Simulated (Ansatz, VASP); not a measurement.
# CdS in VASP and in Ansatz

Contents of INCAR:

```
SYSTEM = CdS
PREC = Accurate ; ENCUT = 520
EDIFF = 1E-6 ; ISMEAR = 0
SIGMA = 0.15 ; LREAL = .False.
LASPH = .True. ; NELM = 100
ALGO = Fast ; ISIF = 2
LWAVE = .False. ; LCHARG = .False.
GGA = CA ; NBANDS = 16
```

Contents of KPOINTS:

```
Automatic mesh
0
Gamma
  16 16 16
  0 0 0
```

POSCAR

```
CdS
1.0
    0.0000000000      2.7119453400      2.6706466800
    2.7119453400      0.0000000000      2.6706466800
    2.7119453400      2.7119453400      0.0000000000
Cd S
1 1
Direct
    0.0000000000      0.0000000000      0.0000000000
    0.5000000000      0.5000000000      0.5000000000
```

Input for Ansatz:

```yaml
crystal:
  lattice:
    - [0.0, 2.71194534, 2.67064668]
    - [2.71194534, 0.0, 2.67064668]
    - [2.71194534, 2.71194534, 0.0]
  atoms:
    - { symbol: Cd, position: [0.0, 0.0, 0.0] }
    - { symbol: S, position: [0.5, 0.5, 0.5] }
basis:
  ecutwfc: 420
kpoints:
  mp_grid: { grid: [16, 16, 16] }
hamiltonian:
  xc: lda
scf:
  occupations: { method: gaussian, width: 0.15 }
output:
  forces: true
  stress: true
  eigenvalues: true
```

Change from the starting cell: strain -0.015 along x and y, -0.030 along z, atoms carried along.

Alike in both runs: task single point; functional LDA; k mesh 16 × 16 × 16; occupations gaussian, width 0.15 eV; no spin polarisation.

|  | VASP | Ansatz |
| --- | --- | --- |
| version | VASP 6.6.1 | Ansatz 0.2.0 |
| potentials or method | VASP PAW LDA potentials, release 64 (Cd, S) | scalar-relativistic, plane waves, PAW |
| plane-wave cutoff (eV) | 520 | 420 |
| valence electrons in the cell | 18 | 26 |

|  | VASP | Ansatz | Ansatz less VASP |
| --- | --- | --- | --- |
| gap on the k mesh at the Fermi level (eV) | none | none | - |
| pressure (GPa) | -2.0 | -2.7 | -0.65 |
| largest component of the traceless stress (GPa) | 0.88 | 0.82 | -0.062 |

A gap of «none» marks a metal or a gap that the smearing closes. The two sets of potentials don't hold the same shells in valence.
